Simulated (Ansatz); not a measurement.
# A C vacancy in 4H SiC, 191 atoms, charge +2

Aim: let the atoms about the defect relax, then find its formation energy and its levels in the gap by PBEsol, HSE06 and r²SCAN.

Program: Ansatz 0.2.0, PAW, plane waves. These are calculated values, not measurements.

## 1. Starting point

191 atoms (96 Si, 95 C); a = 12.312 Å, b = 15.994 Å, c = 10.076 Å, α = 90.00°, β = 90.00°, γ = 90.00°. All atoms were shaken off their sites by about 0.02 Å along each axis. Defect site 1: (0.375, 0.500, 0.687).

Plan of the steps: (2) PBEsol relaxation at the single k point (¼, ¼, ¼), on 1 × NVIDIA GB300 Max-Q with 8 threads of Arm Neoverse-V2; (3) HSE06 single point at the single k point (¼, ¼, ¼), on 1 × NVIDIA GB300 Max-Q with 8 threads of Arm Neoverse-V2; (4) r²SCAN single point at the single k point (¼, ¼, ¼), on 1 × NVIDIA GB300 Max-Q with 8 threads of Arm Neoverse-V2.

## 2. Relaxing the atoms with PBEsol

File in.yaml:

```yaml
crystal:
  lattice:
    - [12.312272, 0.000000, 0.000000]
    - [0.000000, 15.994110, 0.000000]
    - [0.000000, 0.000000, 10.075947]
  atoms:
    - { symbol: Si, position: [0.999155, 0.998584, 0.498244] }
    - { symbol: Si, position: [0.251231, 0.999917, 0.504825] }
    - { symbol: Si, position: [0.122247, 0.165898, 0.501316] }
    - { symbol: Si, position: [0.999396, 0.334368, 0.500048] }
    - { symbol: Si, position: [0.501694, 0.000167, 0.500381] }
    - { symbol: Si, position: [0.374017, 0.167479, 0.502627] }
    - { symbol: Si, position: [0.249145, 0.334339, 0.497818] }
    - { symbol: Si, position: [0.123279, 0.498844, 0.496982] }
    - { symbol: Si, position: [0.998916, 0.667996, 0.498473] }
    - { symbol: Si, position: [0.749841, 0.998502, 0.501613] }
    - { symbol: Si, position: [0.623222, 0.165044, 0.500370] }
    - { symbol: Si, position: [0.500558, 0.334278, 0.498881] }
    - { symbol: Si, position: [0.375390, 0.499118, 0.503403] }
    - { symbol: Si, position: [0.249912, 0.667529, 0.498412] }
    - { symbol: Si, position: [0.122286, 0.832965, 0.499380] }
    - { symbol: Si, position: [0.874155, 0.165322, 0.502015] }
    - { symbol: Si, position: [0.749580, 0.332245, 0.498444] }
    - { symbol: Si, position: [0.626820, 0.498904, 0.503623] }
    - { symbol: Si, position: [0.497165, 0.665123, 0.500322] }
    - { symbol: Si, position: [0.376209, 0.833836, 0.502094] }
    - { symbol: Si, position: [0.876492, 0.497984, 0.500425] }
    - { symbol: Si, position: [0.749966, 0.666285, 0.500174] }
    - { symbol: Si, position: [0.623916, 0.833764, 0.502472] }
    - { symbol: Si, position: [0.875664, 0.833232, 0.501439] }
    - { symbol: Si, position: [0.998256, 0.111030, 0.250019] }
    - { symbol: Si, position: [0.248550, 0.110473, 0.252019] }
    - { symbol: Si, position: [0.127595, 0.276917, 0.251259] }
    - { symbol: Si, position: [0.001272, 0.444482, 0.250987] }
    - { symbol: Si, position: [0.500569, 0.111314, 0.251686] }
    - { symbol: Si, position: [0.375736, 0.278194, 0.250056] }
    - { symbol: Si, position: [0.248857, 0.443864, 0.249310] }
    - { symbol: Si, position: [0.128352, 0.609794, 0.250406] }
    - { symbol: Si, position: [0.000794, 0.776741, 0.255032] }
    - { symbol: Si, position: [0.747687, 0.110912, 0.251681] }
    - { symbol: Si, position: [0.626544, 0.278274, 0.249097] }
    - { symbol: Si, position: [0.499857, 0.444437, 0.248136] }
    - { symbol: Si, position: [0.371328, 0.611072, 0.251954] }
    - { symbol: Si, position: [0.248860, 0.779693, 0.248165] }
    - { symbol: Si, position: [0.124425, 0.943697, 0.250847] }
    - { symbol: Si, position: [0.872506, 0.278899, 0.246911] }
    - { symbol: Si, position: [0.752115, 0.443062, 0.250434] }
    - { symbol: Si, position: [0.622811, 0.610667, 0.250101] }
    - { symbol: Si, position: [0.496999, 0.777439, 0.249284] }
    - { symbol: Si, position: [0.375693, 0.944026, 0.250591] }
    - { symbol: Si, position: [0.876147, 0.613290, 0.248656] }
    - { symbol: Si, position: [0.749586, 0.778806, 0.253690] }
    - { symbol: Si, position: [0.626278, 0.945641, 0.251823] }
    - { symbol: Si, position: [0.877403, 0.943012, 0.250685] }
    - { symbol: Si, position: [0.124714, 0.052436, 0.749405] }
    - { symbol: Si, position: [0.000518, 0.221302, 0.748556] }
    - { symbol: Si, position: [0.376022, 0.055067, 0.750052] }
    - { symbol: Si, position: [0.251934, 0.223334, 0.749500] }
    - { symbol: Si, position: [0.126703, 0.388755, 0.751210] }
    - { symbol: Si, position: [0.997181, 0.556652, 0.751301] }
    - { symbol: Si, position: [0.625267, 0.057075, 0.750063] }
    - { symbol: Si, position: [0.499739, 0.220804, 0.748080] }
    - { symbol: Si, position: [0.373380, 0.387627, 0.747695] }
    - { symbol: Si, position: [0.248901, 0.552754, 0.750701] }
    - { symbol: Si, position: [0.127975, 0.723878, 0.749812] }
    - { symbol: Si, position: [0.999250, 0.889182, 0.751538] }
    - { symbol: Si, position: [0.876660, 0.057280, 0.744880] }
    - { symbol: Si, position: [0.746456, 0.222121, 0.752931] }
    - { symbol: Si, position: [0.628067, 0.386253, 0.747466] }
    - { symbol: Si, position: [0.501289, 0.556241, 0.754230] }
    - { symbol: Si, position: [0.375789, 0.720958, 0.748974] }
    - { symbol: Si, position: [0.248344, 0.888812, 0.750841] }
    - { symbol: Si, position: [0.872429, 0.389203, 0.752311] }
    - { symbol: Si, position: [0.747414, 0.554268, 0.749224] }
    - { symbol: Si, position: [0.626082, 0.724258, 0.749049] }
    - { symbol: Si, position: [0.499176, 0.888859, 0.748584] }
    - { symbol: Si, position: [0.875294, 0.722304, 0.753505] }
    - { symbol: Si, position: [0.750541, 0.887473, 0.748114] }
    - { symbol: Si, position: [0.999112, 0.001667, 0.000785] }
    - { symbol: Si, position: [0.249816, 0.999923, 0.998759] }
    - { symbol: Si, position: [0.124732, 0.167686, 0.002410] }
    - { symbol: Si, position: [0.997167, 0.332428, 0.002997] }
    - { symbol: Si, position: [0.499006, 0.998343, 0.999163] }
    - { symbol: Si, position: [0.376187, 0.169381, 0.996659] }
    - { symbol: Si, position: [0.250632, 0.333335, 0.999046] }
    - { symbol: Si, position: [0.125526, 0.501323, 0.000208] }
    - { symbol: Si, position: [0.001737, 0.664810, 0.996446] }
    - { symbol: Si, position: [0.748173, 0.001022, 0.003279] }
    - { symbol: Si, position: [0.625848, 0.165137, 0.997575] }
    - { symbol: Si, position: [0.500802, 0.331101, 0.003506] }
    - { symbol: Si, position: [0.375615, 0.500457, 0.001348] }
    - { symbol: Si, position: [0.249344, 0.667110, 0.997789] }
    - { symbol: Si, position: [0.126053, 0.833292, 0.997077] }
    - { symbol: Si, position: [0.875075, 0.163472, 0.999419] }
    - { symbol: Si, position: [0.748578, 0.331868, 0.001758] }
    - { symbol: Si, position: [0.624043, 0.500003, 0.999239] }
    - { symbol: Si, position: [0.498930, 0.664680, 0.998369] }
    - { symbol: Si, position: [0.373672, 0.833552, 0.000847] }
    - { symbol: Si, position: [0.875273, 0.500423, 0.999182] }
    - { symbol: Si, position: [0.748310, 0.666579, 0.001166] }
    - { symbol: Si, position: [0.625079, 0.832589, 0.003612] }
    - { symbol: Si, position: [0.875152, 0.834555, 0.999364] }
    - { symbol: C, position: [0.000189, 0.998061, 0.184893] }
    - { symbol: C, position: [0.251090, 0.000699, 0.186108] }
    - { symbol: C, position: [0.124091, 0.167220, 0.186704] }
    - { symbol: C, position: [0.001965, 0.331230, 0.186357] }
    - { symbol: C, position: [0.499646, 0.001436, 0.187198] }
    - { symbol: C, position: [0.375565, 0.165953, 0.190306] }
    - { symbol: C, position: [0.250685, 0.334067, 0.185688] }
    - { symbol: C, position: [0.123913, 0.498748, 0.186397] }
    - { symbol: C, position: [0.999086, 0.667202, 0.187978] }
    - { symbol: C, position: [0.748112, 0.000755, 0.186902] }
    - { symbol: C, position: [0.623390, 0.164142, 0.185708] }
    - { symbol: C, position: [0.500612, 0.332735, 0.189361] }
    - { symbol: C, position: [0.376900, 0.502520, 0.189027] }
    - { symbol: C, position: [0.249046, 0.666793, 0.188363] }
    - { symbol: C, position: [0.121214, 0.834221, 0.188223] }
    - { symbol: C, position: [0.876892, 0.165337, 0.192309] }
    - { symbol: C, position: [0.750822, 0.332373, 0.185150] }
    - { symbol: C, position: [0.625190, 0.499477, 0.188157] }
    - { symbol: C, position: [0.503907, 0.666982, 0.189420] }
    - { symbol: C, position: [0.373136, 0.831367, 0.190322] }
    - { symbol: C, position: [0.876640, 0.497684, 0.186849] }
    - { symbol: C, position: [0.752192, 0.667000, 0.189969] }
    - { symbol: C, position: [0.626365, 0.834708, 0.188488] }
    - { symbol: C, position: [0.874483, 0.834833, 0.188215] }
    - { symbol: C, position: [0.000105, 0.997359, 0.688742] }
    - { symbol: C, position: [0.250487, 0.001392, 0.684411] }
    - { symbol: C, position: [0.122555, 0.166320, 0.686316] }
    - { symbol: C, position: [0.999892, 0.331396, 0.688595] }
    - { symbol: C, position: [0.497700, 0.999572, 0.691211] }
    - { symbol: C, position: [0.375786, 0.166080, 0.685010] }
    - { symbol: C, position: [0.249572, 0.334764, 0.684498] }
    - { symbol: C, position: [0.126043, 0.499459, 0.685860] }
    - { symbol: C, position: [0.998624, 0.666877, 0.688820] }
    - { symbol: C, position: [0.752398, 0.001693, 0.686115] }
    - { symbol: C, position: [0.623543, 0.168502, 0.689975] }
    - { symbol: C, position: [0.499252, 0.333817, 0.686385] }
    - { symbol: C, position: [0.249587, 0.666459, 0.688993] }
    - { symbol: C, position: [0.123671, 0.834530, 0.688424] }
    - { symbol: C, position: [0.873664, 0.166345, 0.686739] }
    - { symbol: C, position: [0.750421, 0.336371, 0.686686] }
    - { symbol: C, position: [0.627133, 0.498865, 0.685668] }
    - { symbol: C, position: [0.494989, 0.667216, 0.683983] }
    - { symbol: C, position: [0.375881, 0.830840, 0.685651] }
    - { symbol: C, position: [0.878148, 0.498828, 0.688862] }
    - { symbol: C, position: [0.749671, 0.666087, 0.686961] }
    - { symbol: C, position: [0.622229, 0.835017, 0.685244] }
    - { symbol: C, position: [0.873566, 0.835527, 0.687933] }
    - { symbol: C, position: [0.999527, 0.110652, 0.439911] }
    - { symbol: C, position: [0.252108, 0.111788, 0.440302] }
    - { symbol: C, position: [0.128814, 0.278148, 0.435168] }
    - { symbol: C, position: [0.001187, 0.444915, 0.436799] }
    - { symbol: C, position: [0.496685, 0.110161, 0.438920] }
    - { symbol: C, position: [0.371933, 0.277882, 0.437429] }
    - { symbol: C, position: [0.254069, 0.445693, 0.437298] }
    - { symbol: C, position: [0.122579, 0.611274, 0.436188] }
    - { symbol: C, position: [0.000844, 0.778009, 0.436831] }
    - { symbol: C, position: [0.751784, 0.111417, 0.437750] }
    - { symbol: C, position: [0.625478, 0.276327, 0.440172] }
    - { symbol: C, position: [0.497441, 0.445488, 0.437750] }
    - { symbol: C, position: [0.373398, 0.610570, 0.438175] }
    - { symbol: C, position: [0.249237, 0.777664, 0.437125] }
    - { symbol: C, position: [0.122619, 0.944694, 0.437993] }
    - { symbol: C, position: [0.875011, 0.275494, 0.438190] }
    - { symbol: C, position: [0.750571, 0.444544, 0.438806] }
    - { symbol: C, position: [0.627757, 0.611168, 0.437752] }
    - { symbol: C, position: [0.498456, 0.777661, 0.436122] }
    - { symbol: C, position: [0.375166, 0.947375, 0.440708] }
    - { symbol: C, position: [0.875040, 0.610208, 0.440344] }
    - { symbol: C, position: [0.748828, 0.777748, 0.440928] }
    - { symbol: C, position: [0.625663, 0.945031, 0.435750] }
    - { symbol: C, position: [0.876784, 0.946169, 0.434867] }
    - { symbol: C, position: [0.121096, 0.054432, 0.941046] }
    - { symbol: C, position: [0.999606, 0.219502, 0.937615] }
    - { symbol: C, position: [0.374209, 0.054891, 0.936205] }
    - { symbol: C, position: [0.249416, 0.222599, 0.937991] }
    - { symbol: C, position: [0.124356, 0.388798, 0.938453] }
    - { symbol: C, position: [0.999930, 0.556008, 0.943197] }
    - { symbol: C, position: [0.624407, 0.054925, 0.938775] }
    - { symbol: C, position: [0.495404, 0.222811, 0.939879] }
    - { symbol: C, position: [0.375010, 0.388649, 0.938238] }
    - { symbol: C, position: [0.248431, 0.555685, 0.938640] }
    - { symbol: C, position: [0.125960, 0.722213, 0.938781] }
    - { symbol: C, position: [0.001929, 0.889903, 0.941899] }
    - { symbol: C, position: [0.875957, 0.056078, 0.940233] }
    - { symbol: C, position: [0.749774, 0.223433, 0.937132] }
    - { symbol: C, position: [0.624634, 0.389644, 0.940469] }
    - { symbol: C, position: [0.500092, 0.557307, 0.937090] }
    - { symbol: C, position: [0.372860, 0.722013, 0.938656] }
    - { symbol: C, position: [0.250216, 0.888662, 0.935989] }
    - { symbol: C, position: [0.874920, 0.386783, 0.938515] }
    - { symbol: C, position: [0.751339, 0.553111, 0.940096] }
    - { symbol: C, position: [0.625897, 0.721615, 0.940675] }
    - { symbol: C, position: [0.502743, 0.889189, 0.938382] }
    - { symbol: C, position: [0.873899, 0.722347, 0.935898] }
    - { symbol: C, position: [0.751264, 0.888879, 0.939503] }
  symmetry: { detect: false }
kpoints:
  mp_grid: { grid: [1, 1, 1], shift: [0.25, 0.25, 0.25] }
hamiltonian:
  xc: pbesol
total_charge: 2
scf:
  occupations: { method: fermi_dirac, width: 0.01 }
relax:
  f_tol: 0.03
  max_steps: 80
  escape_saddle: false
  adjacent_minimum: "off"
output:
  forces: true
  eigenvalues: true
  populations: true
  charged_corrections: { epsilon: 9.7 }
```

Run with:

```console
ansatz run in.yaml --threads 8 --pin off --max-ram 118750MiB --runs-dir r --events-out ev --progress --plain --backend cuda --devices 0,
```

After this run come: HSE06 single point; r²SCAN single point.

What does the calculation give? Wanted: for each run, formation energy; host gap; top filled to lowest empty.

As calculated:

```
             level           time  formation energy (eV)  host gap (eV)  top filled to lowest empty (eV)
PBEsol, relaxation     16 s (GPU)                   2.18           2.11                             1.78
             HSE06  1.9 min (GPU)                   1.61           3.15                             2.67
            r²SCAN     12 s (GPU)                   2.45           2.59                             2.07
```

| quantity | value |
| --- | --- |
| relaxation | 6 recorded steps, 3.68 eV gained |
| largest shift | 0.18 Å (Si13) |

Relaxation gains 3.68 eV, with shifts up to 0.18 Å (Si13). The formation energy at E_F = VBM goes from 2.18 eV (PBEsol) to 1.61 eV (HSE06), as the host gap goes from 2.11 to 3.15 eV. The reservoirs are the elements' reference phases; where the defect changes the composition, the value depends on that choice. r²SCAN puts 3 localised levels over 0.1 eV inside the gap, at 1.99 (empty), 2.03 (empty), 2.09 (empty) eV, the tightest of them shared by about 13 atoms. Exact exchange costs time: HSE06 ran about 9.6 times as long as r²SCAN on the same kind of device. The host's edges were read at Γ, so band-like levels at this k point need not coincide with them. One k point and a cell of this size can leave errors of several tenths of an eV. The dielectric constant of 9.7 in the correction is an assumed value.
